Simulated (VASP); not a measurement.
Set up this calculation in VASP 6.6.1, as the native input.

```yaml
Task: band structure
Functional: PBEsol
Potentials_or_basis: VASP PAW PBE potentials, release 64 (Si)
Cutoff: 520 eV
k_mesh: 10 × 10 × 10
Occupations: gaussian, width 0.02 eV
Spin: no spin polarisation
Further_INCAR_settings: ALGO = Normal; EDIFF = 1e-07; NBANDS = 11
```

The system is Si.

```
Si
1.0
     0.00000    2.71785    2.71785
     2.71785    0.00000    2.71785
     2.71785    2.71785    0.00000
Si
2
Cartesian
  0.0000 0.0000 0.0000
  1.3589 1.3589 1.3589
```

The cell was built by a generator and needn't be a form met in nature.

The input as run:

POSCAR

```
Si                                      
1.0
    0.0000000000      2.7178501290      2.7178501290
    2.7178501290      0.0000000000      2.7178501290
    2.7178501290      2.7178501290     -0.0000000000
  Si            
     2
Direct
     0.0000000000000000    0.0000000000000000    0.0000000000000000
     0.2500000000000000    0.2500000000000000    0.2500000000000000
```

INCAR.step1

```
SYSTEM = Si
ALGO = Normal
EDIFF = 1E-7
ENCUT = 520
GGA = PS
ISIF = 2
ISMEAR = 0
LASPH = .True.
LCHARG = .True.
LREAL = .False.
LWAVE = .False.
NBANDS = 11
NELM = 60
PREC = Accurate
SIGMA = 0.02
```

KPOINTS.step1

```
k-points
0
Gamma
  10 10 10
  0 0 0
```

INCAR.step2

```
SYSTEM = Si
ALGO = Normal
EDIFF = 1E-7
ENCUT = 520
GGA = PS
ICHARG = 11
ISIF = 2
ISMEAR = 0
LASPH = .True.
LCHARG = .False.
LREAL = .False.
LWAVE = .False.
NBANDS = 11
NELM = 60
PREC = Accurate
SIGMA = 0.05
```

KPOINTS.step2

```
path GXWKGLUWLK,UX
15
line-mode
reciprocal
 0.0000000000  0.0000000000  0.0000000000  G
 0.5000000000  0.0000000000  0.5000000000  X

 0.5000000000  0.0000000000  0.5000000000  X
 0.5000000000  0.2500000000  0.7500000000  W

 0.5000000000  0.2500000000  0.7500000000  W
 0.3750000000  0.3750000000  0.7500000000  K

 0.3750000000  0.3750000000  0.7500000000  K
 0.0000000000  0.0000000000  0.0000000000  G

 0.0000000000  0.0000000000  0.0000000000  G
 0.5000000000  0.5000000000  0.5000000000  L

 0.5000000000  0.5000000000  0.5000000000  L
 0.6250000000  0.2500000000  0.6250000000  U

 0.6250000000  0.2500000000  0.6250000000  U
 0.5000000000  0.2500000000  0.7500000000  W

 0.5000000000  0.2500000000  0.7500000000  W
 0.5000000000  0.5000000000  0.5000000000  L

 0.5000000000  0.5000000000  0.5000000000  L
 0.3750000000  0.3750000000  0.7500000000  K

 0.6250000000  0.2500000000  0.6250000000  U
 0.5000000000  0.0000000000  0.5000000000  X
```

Potentials or basis: VASP PAW PBE potentials, release 64 (Si).

The run is started by

```console
$ cat potpaw_PBE.64/Si/POTCAR > POTCAR
$ cp INCAR.step1 INCAR
$ cp KPOINTS.step1 KPOINTS
$ mpirun -np 1 vasp_std > vasp.out
$ cp INCAR.step2 INCAR
$ cp KPOINTS.step2 KPOINTS
$ mpirun -np 1 vasp_std > vasp.out
```

It gave:

```
Band gap on the k mesh  : 0.47 eV, indirect (least direct gap 2.52 eV)
Band gap along the path : 0.46 eV, indirect (least direct gap 2.52 eV)
```

Caveat: the log is that of the step along the path at fixed density, whose energy, stress, charges and moments have no meaning.

It took 51 s on 1 thread of AMD EPYC 7R13 Processor (Zen 3), with other jobs on the host, peak memory 0.15 GiB.
